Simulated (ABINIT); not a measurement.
Crystal: LiCl.

```xyz
2
Lattice="0.0000 2.5648 2.5648 2.5648 0.0000 2.5648 2.5648 2.5648 0.0000" Properties=species:S:1:pos:R:3 pbc="T T T"
Cl    2.5648    2.5648    2.5648
Li    0.0000    0.0000    0.0000
```

Base run:

```yaml
Program: ABINIT 10.8.3 (patched build)
Functional: PW91
Potentials_or_basis: JTH PAW PBE v2.0
Cutoff: 680 eV
k_mesh: 9 × 9 × 9
Occupations: fermi-dirac, width 0.05 eV
Spin: no spin polarisation
```

Its results: band gap on the k mesh 6.31 eV, direct; pressure 0.3 GPa.

Task: After a change of settings the same cell gave: band gap on the k mesh 6.46 eV, direct; pressure 2.0 GPa. Which change was it?
A. functional from PW91 to PBEsol; potentials or basis from JTH PAW PBE v2.0 to PseudoDojo NC SR PBEsol v0.4.1 standard; cutoff from 680 eV to 1007 eV
B. functional from PW91 to BLYP
C. functional from PW91 to PBE; potentials or basis from JTH PAW PBE v2.0 to SG15 NC PBE v1.2; cutoff from 680 eV to 1007 eV
D. functional from PW91 to PBEsol; potentials or basis from JTH PAW PBE v2.0 to PseudoDojo NC SR PBEsol v0.4 stringent; cutoff from 680 eV to 1306 eV

Result: B.

BLYP binds less tightly than PW91, so the same cell stands under more pressure.

Caveats: the PAW data sets were made with another functional, which shifts forces and pressure a little.

Not every run made on this cell is shown here.
